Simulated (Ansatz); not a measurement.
**SiW: stress in a strained cell**

Aim: deform SiW (z strained by -1.5 % at fixed volume) and compute stress, forces and field gradients with LAPW, PAW and all-electron datasets made for the crystal.

Method: DFT PBE, scalar-relativistic, in Ansatz 0.2.0.

2 further runs of the same task are left out: 1 that didn't finish, 1 set aside as unsound or not needed.

### Step 1. The system as given

It takes space group Fm-3m (No. 225, cubic). The conventional cell has a = 5.026 Å, b = 5.026 Å, c = 5.026 Å, α = 90.00°, β = 90.00°, γ = 90.00°. W (site symmetry m-3m) is surrounded by 6 Si at 2.51 Å. Si (site symmetry m-3m) has 6 W at 2.51 Å as nearest neighbours.

Structure file:

```cif
data_structure
_symmetry_space_group_name_H-M 'Fm-3m'
_symmetry_Int_Tables_number 225
_cell_length_a 5.0257
_cell_length_b 5.0257
_cell_length_c 5.0257
_cell_angle_alpha 90.000
_cell_angle_beta 90.000
_cell_angle_gamma 90.000
_cell_volume 126.94
loop_
_atom_site_label
_atom_site_type_symbol
_atom_site_symmetry_multiplicity
_atom_site_Wyckoff_symbol
_atom_site_fract_x
_atom_site_fract_y
_atom_site_fract_z
_atom_site_occupancy
W1 W 4 a 0.00000 0.00000 0.00000 1
Si1 Si 4 b 0.50000 0.00000 0.00000 1
```

The file gives the conventional cell by its symmetry; the runs use the cell typed in the input.

Atoms are numbered in the order of the input: W1, Si2.

### Step 2. The deformed structure

Space group Fm-3m before, I4/mmm after.

### Step 3. LAPW, all electrons

Contents of input.yaml:

```yaml
crystal:
  lattice:
    - [0.0, 2.5319061767, 2.4751524545]
    - [2.5319061767, 0.0, 2.4751524545]
    - [2.5319061767, 2.5319061767, 0.0]
  atoms:
    - { symbol: W, position: [0.0, 0.0, 0.0] }
    - { symbol: Si, position: [0.5, 0.5, 0.5] }
kpoints:
  mp_grid: { grid: [14, 14, 14] }
scf:
  occupations: { method: fermi_dirac, width: 0.05 }
hamiltonian:
  xc: pbe
  pseudopotentials: { kind: all_electron, lapw: { basis_error: 0.001 } }
output:
  forces: true
  stress: true
  eigenvalues: true
```

Log (excerpt; [...] marks lines left out):

```text
LAPW: plane waves up to 8.525 Å⁻¹, error target 1.0e-3 eV per atom; small_component_spin mean_spin; Si in spheres of 1.088 Å, 12 of its electrons in bands, Dirac shells []; W in spheres of 1.387 Å, 44 of its electrons in bands, Dirac shells []
[...]
Pseudopotentials: kind: all_electron
Pseudopotential: W, LAPW, valence charge 44, Koelling and Harmon's equation, gaussian nucleus
Pseudopotential: Si, LAPW, valence charge 12, Koelling and Harmon's equation, gaussian nucleus
Functional definition: PBE
[...]
Crystal: 2 atoms, lattice volume = 31.734 Å³
Basis set: ecut = 276.91942742635166 eV, 331 PW (Γ), exchange–correlation at level 2
Bands: 34, of which v1, the nominal top of the filled ones, is band 28 counted from 1 (27 counted from 0)
Symmetry: 16 space group operations
Space group: I4/mmm (ITA 139), of the structure as read, at distance tolerance 3.2e-5 Å
k-points: 244 of 2744
[...]
SCF iter   1: F=—  HF=-447093.543191 eV  |F-HF|=—  |Δ(HF+E_count)|=         —  Δρ=3.41e-2  dr2=4.31e-1  ethr=7.69e-4  ⟨swp⟩=2.4  Hψ=50925  notcnv=0
[...]
the basis was enlarged: its passes take 214.2 KiB over the memory plan, 1 of 1 planned eigensolver slots
[...]
SCF iter   9: F=-447093.324384 eV  HF=-447093.324384 eV  |F-HF|=3.61e-9  |Δ(HF+E_count)|=   5.03e-8  Δρ=1.20e-5  dr2=4.94e-8  ethr=9.77e-10  ⟨swp⟩=2.0  Hψ=23776  notcnv=0
[...]
SCF converged after 9 iterations
Free energy (F): -447093.324384 eV
[...]
E sigma→0 (E₀):  -447093.316645 eV
Entropy (-TS):   -0.015478 eV (-7.739 meV/atom)
Fermi energy:    19.974040 eV
[...]
--- Forces (eV/Å), atoms counted from 1 ---
  atom   1  W      0.00000000     0.00000000     0.00000000
  atom   2  Si     0.00000000     0.00000000     0.00000000
[...]
--- Stress (GPa, compression-positive) ---
       -2.648502       0.000000       0.000000
        0.000000      -2.648502       0.000000
        0.000000       0.000000       5.757647
  P = ⅓ Tr σ = 0.1535 GPa (1.535 kbar)
--- Band table (eV; the first three rows and the last of 244) ---
[...]
```

Run time: 71 s. Hardware: 1 thread, shared host.

Result: pressure 0.15 GPa; no gap.

### Step 4. PAW on the default files

input.yaml: that of step 3 with these lines changed.

```diff
@@ -14,3 +14,3 @@
   xc: pbe
-  pseudopotentials: { kind: all_electron, lapw: { basis_error: 0.001 } }
+  pseudopotentials: { kind: paw }
 output:
@@ -19 +19,2 @@
   eigenvalues: true
+  efg: { contact_densities: true }
```

Log (excerpt; [...] marks lines left out):

```text
W: output.efg is read without spin–orbit coupling, which moves field gradients at and beside such atoms by some per cent and up to a factor of two; PAW files take it under magnetization.noncollinear and magnetization.spin_orbit
[...]
Pseudopotentials: kind: paw
Pseudopotential: W, paw, valence charge 14, recommended cutoff 420 eV (normal)
Pseudopotential: Si, paw, valence charge 4, recommended cutoff 420 eV (normal)
Functional definition: PBE
[...]
Crystal: 2 atoms, lattice volume = 31.734 Å³
Basis set: ecut = 420 eV, 609 PW (Γ), exchange–correlation on 48×48×48 points (8 copies of the dense FFT grid, shifted against one another)
Bands: 13, of which v1, the nominal top of the filled ones, is band 9 counted from 1 (8 counted from 0)
Symmetry: 16 space group operations
Space group: I4/mmm (ITA 139), of the structure as read, at distance tolerance 3.2e-5 Å
k-points: 244 of 2744
[...]
--- Forces (eV/Å), atoms counted from 1 ---
  atom   1  W     -0.00000000     0.00000000     0.00000000
  atom   2  Si    -0.00000000     0.00000000     0.00000000
[...]
--- Stress (GPa, compression-positive) ---
       -2.615834       0.000000       0.000000
        0.000000      -2.615834       0.000000
        0.000000       0.000000       5.795080
  P = ⅓ Tr σ = 0.1878 GPa (1.878 kbar)
--- PAW observables at the nuclei: V_zz in 10²¹ V/m², potentials from the cell's mean, atoms counted from 1 ---
  atom   1  W  V_zz =    -5.091013   η = 0.0000   by run symmetry: allowed
            electrostatic potential = -14811.825674 V   contact ρ = 8821981.091077 e/Å³
  atom   2  Si V_zz =    -0.807786   η = 0.0000   by run symmetry: allowed
            electrostatic potential = -1371.066094 V   contact ρ = 12810.773177 e/Å³
--- Band table (eV; the first three rows and the last of 244) ---
  k-point 0: bands = ["-58.3870", "-22.6253", "-22.6166", "-22.6166", "3.8756", "13.8179", "13.8179", "14.0607", "14.4177", "14.4902", "18.3741", "18.3741", "18.4582"]
[...]
```

Wall time 6.8 s (1 thread, shared host).

Read from it: pressure 0.19 GPa; no gap; Vzz W1 -5.09 (η = 0.00), Si2 -0.81 (η = 0.00) (10²¹ V/m²).

### Step 5. All-electron PAW on datasets made for the crystal

input.yaml: that of step 4 with these lines changed.

```diff
@@ -14,3 +14,3 @@
   xc: pbe
-  pseudopotentials: { kind: paw }
+  pseudopotentials: { kind: all_electron, datasets: crystal }
 output:
```

Log (excerpt; [...] marks lines left out):

```text
[...]
band count auto-derived: 11 (N_el = 10.0; filled up to band 5; 9 by the electrons, moments and atoms)
W: output.efg is read without spin–orbit coupling, which moves field gradients at and beside such atoms by some per cent and up to a factor of two; PAW files take it under magnetization.noncollinear and magnetization.spin_orbit
[...]
Pseudopotentials: kind: all_electron
Pseudopotential: W, paw, valence charge 28, recommended cutoff 300 eV (normal), Koelling and Harmon's equation, gaussian nucleus
Pseudopotential: Si, paw, valence charge 12, recommended cutoff 300 eV (normal), Koelling and Harmon's equation, gaussian nucleus
Functional definition: PBE
[...]
Crystal: 2 atoms, lattice volume = 31.734 Å³
Basis set: ecut = 300 eV, 363 PW (Γ), exchange–correlation on 48×48×48 points (8 copies of the dense FFT grid, shifted against one another)
[...]
--- Forces (eV/Å), atoms counted from 1 ---
  atom   1  W     -0.00000000    -0.00000000     0.00000000
  atom   2  Si     0.00000000     0.00000000    -0.00000000
[...]
--- Stress (GPa, compression-positive) ---
       -2.651720       0.000000       0.000000
        0.000000      -2.651720       0.000000
        0.000000       0.000000       5.753755
  P = ⅓ Tr σ = 0.1501 GPa (1.501 kbar)
  It holds what live shells' own plane waves past their cutoff add
--- PAW observables at the nuclei: V_zz in 10²¹ V/m², potentials from the cell's mean, atoms counted from 1 ---
  atom   1  W  V_zz =    -4.990045   η = 0.0000   by run symmetry: allowed
            electrostatic potential = -14811.796363 V   contact ρ = 8817644.992339 e/Å³
  atom   2  Si V_zz =    -0.796109   η = 0.0000   by run symmetry: allowed
            electrostatic potential = -1370.700159 V   contact ρ = 12819.758934 e/Å³
--- Band table (eV; the first three rows and the last of 244) ---
  k-point 0: bands = ["7.9145", "17.8593", "17.8593", "18.1019", "18.4593", "18.5317", "22.4110", "22.4110", "22.4956"]
[...]
```

It took 24 s on 1 thread, shared host.

Result: pressure 0.15 GPa; no gap; Vzz W1 -4.99 (η = 0.00), Si2 -0.80 (η = 0.00) (10²¹ V/m²).

### Step 6. Side by side

Stress (GPa, compression positive):

```
          method     xx     yy    zz    yz    xz    xy
            LAPW  -2.65  -2.65  5.76  0.00  0.00  0.00
             PAW  -2.62  -2.62  5.80  0.00  0.00  0.00
crystal datasets  -2.65  -2.65  5.75  0.00  0.00  0.00
```

| method | pressure (GPa) | Vzz W1 (10²¹ V/m²) | Vzz Si2 (10²¹ V/m²) | SCF cycles, all passes | time |
| --- | --- | --- | --- | --- | --- |
| LAPW | 0.15 | – | – | 9 | 71 s |
| PAW | 0.19 | -5.09 | -0.81 | 6 | 6.8 s |
| crystal datasets | 0.15 | -4.99 | -0.80 | 8 | 24 s |

### Step 7. Summary of results

| quantity | value |
| --- | --- |
| pressure | LAPW 0.15, PAW 0.19, crystal datasets 0.15 GPa |
| largest shear or deviatoric stress (LAPW) | 5.60 GPa |

**Reading.** The largest part of the stress beyond the pressure is 5.60 GPa in size, in the zz component; the atoms are carried along and not relaxed. No run of the undeformed cell stands beside it, so the pressure holds what the given cell had before the change. PAW: stress within 0.04 GPa of LAPW. Crystal datasets: stress within 0.01 GPa of LAPW. Spin-orbit coupling is left out, though the cell holds W; in elements this heavy it can shift bands and gaps by tenths of an eV.
